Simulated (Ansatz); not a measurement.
## ZrO2: how strain makes field gradients

```
CELL_PARAMETERS angstrom
3.59610 0.00000 0.00000
0.00000 3.59610 0.00000
0.00000 0.00000 5.17700
ATOMIC_POSITIONS crystal
Zr 0.00000 0.00000 0.00000
Zr 0.50000 0.50000 0.50000
O 0.00000 0.50000 0.20300
O 0.00000 0.50000 0.70300
O 0.50000 0.00000 0.29700
O 0.50000 0.00000 0.79700
```

Atom numbers follow the list: Zr1, Zr2, O3, O4, O5, O6.

The cell is COD entry 2300612, as deposited and not checked against the literature; nothing was relaxed.

Theory: Ansatz 0.2.0, DFT, PBEsol, all-electron PAW with datasets made for the crystal, scalar-relativistic.

The runs use a Γ-centred 6×6×4 k mesh, Fermi–Dirac smearing of 0.01 eV, cutoff 400 eV (chosen by the program for this cell), no spin polarisation.

The cell is scaled evenly. Fractional coordinates are held (clamped ions).

The columns are Cartesian components of the electric field gradient at the nuclei, in 10²¹ V/m².

No spin–orbit coupling: at heavy atoms the gradients can be off by tens of per cent for that reason.

Only quantities that a quadratic follows smoothly over the whole series are listed; rougher ones are left out.

```csv
ln(V/Vcell),Vzz at Zr1
-0.0408,5.02
-0.0202,4.92
-0.0101,4.87
0.0000,4.83
0.0198,4.73
```

(1) Fit the series and give the gradient–strain slopes.

(2) One run, at ln(V/Vcell) = 0.0100, is withheld. Predict its row.

Results:

(1) Least-squares fits y = p0 + p1 x + p2 x² to the rows give Vzz at Zr1: p1 = -4.75, p2 = 0.17. The slopes p1 are in 10²¹ V/m² per unit strain, for clamped ions.

(2) The fits give 4.78; the run gave 4.78.
